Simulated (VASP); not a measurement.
Wanted: the native input for a VASP 6.6.1 run.

```
Task                   : relaxation of cell and atoms
Functional             : PBE
Potentials or basis    : VASP PAW PBE potentials, release 64 (La)
Cutoff                 : 600 eV
k mesh                 : 12 × 12 × 3
Occupations            : methfessel-paxton, width 0.1 eV
Spin                   : no spin polarisation
Further INCAR settings : ALGO = Normal; EDIFF = 1e-07; IBRION = 2; EDIFFG = -0.005; NSW = 90; ISIF = 3
```

The structure of La lies in POSCAR:

```
La                                      
1.0
    3.7639343779      0.0000000000      0.0000000000
   -1.8819671889      3.2596627894     -0.0000000000
    0.0000000000      0.0000000000     12.1325731089
  La            
     4
Direct
     1.0000000000000000    0.0000000000000000    0.0000000000000000
     1.0000000000000000    0.0000000000000000    0.5000000000000000
     0.3333333332999970    0.6666666667000030    0.7500000000000000
     0.6666666667000030    0.3333333332999970    0.2500000000000000
```

The input as run:

INCAR

```
SYSTEM = La
  ALGO = Normal
  EDIFF = 1E-7
  EDIFFG = -0.005
  ENCUT = 600
  GGA = PE
  IBRION = 2
  ISIF = 3
  ISMEAR = 1
  LASPH = .True.
  LCHARG = .False.
  LREAL = .False.
  LWAVE = .False.
  NELM = 80
  NSW = 90
  PREC = Accurate
  SIGMA = 0.1
```

KPOINTS

```
k-points
0
Gamma
  12 12 3
  0 0 0
```

Potentials or basis: VASP PAW PBE potentials, release 64 (La).

Command:

```console
$ cat potpaw_PBE.64/La/POTCAR > POTCAR
$ mpirun -np 1 vasp_std > vasp.out
```

Results of the run:

```yaml
Relaxed_volume: 37.19 Å³/atom
Relaxed_cell: a = 3.764 Å, b = 3.764 Å, c = 12.128 Å, α = 90.00°, β = 90.00°, γ = 120.00°
Space_group_after_relaxing_to_0.05_Å: P6_3/mmc (No. 194)
Energy_gained_by_relaxing: 0.0 meV/atom
Ionic_steps: 2
Pressure_after_relaxing: 0.0 GPa
Band_gap_on_the_k_mesh: none (metal or under the smearing width)
```

Wall time 12 min on 1 thread of AMD EPYC 7571, with other jobs on the host, peak memory 0.37 GiB.
